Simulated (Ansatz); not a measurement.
Lu:

```
Lu
1.0
    -2.04730    2.04730    2.04730
     2.04730   -2.04730    2.04730
     2.04730    2.04730   -2.04730
Lu
1
Direct
  0.00000 0.00000 0.00000
```

This isn't the form of Lu at room conditions, which is hcp.

The cell isn't the ideal one: volume scaled by 1.15.

- Program: Ansatz 0.2.0
- Task: relaxation of cell and atoms
- Functional: BLYP
- Dispersion: D3(BJ)+ATM
- Potentials or basis: all-electron LAPW, relativistic spinors
- Basis error allowed: 0.0005 eV/atom
- k mesh: 8 × 8 × 8
- Occupations: fermi-dirac, width 0.05 eV
- Spin: spin-orbit coupling, no magnetisation

At the start: volume 34.32 Å³/atom.

Question: How do energy, volume and symmetry change on relaxing?

Answer: Over 6 steps the energy falls by 226.3 meV/atom and the volume is 26.78 Å³/atom (-22.0 %); space group Im-3m (No. 229, to 0.05 Å).

Step by step:
| step | energy change (eV) | largest force (eV/Å) | volume (Å³) |
| --- | --- | --- | --- |
| 1 | 0.0000 | 0.0000 | 34.32 |
| 2 | -0.1854 | 0.0000 | 29.63 |
| 3 | -0.2178 | 0.0000 | 25.60 |
| 4 | -0.2262 | 0.0000 | 26.92 |
| 5 | -0.2263 | 0.0000 | 26.78 |
| 6 | -0.2263 | 0.0000 | 26.78 |

Final structure:
```xyz
1
Lattice="-1.8847 1.8847 1.8847 1.8847 -1.8847 1.8847 1.8847 1.8847 -1.8847" Properties=species:S:1:pos:R:3 pbc="T T T"
Lu    0.0000    0.0000    0.0000
```
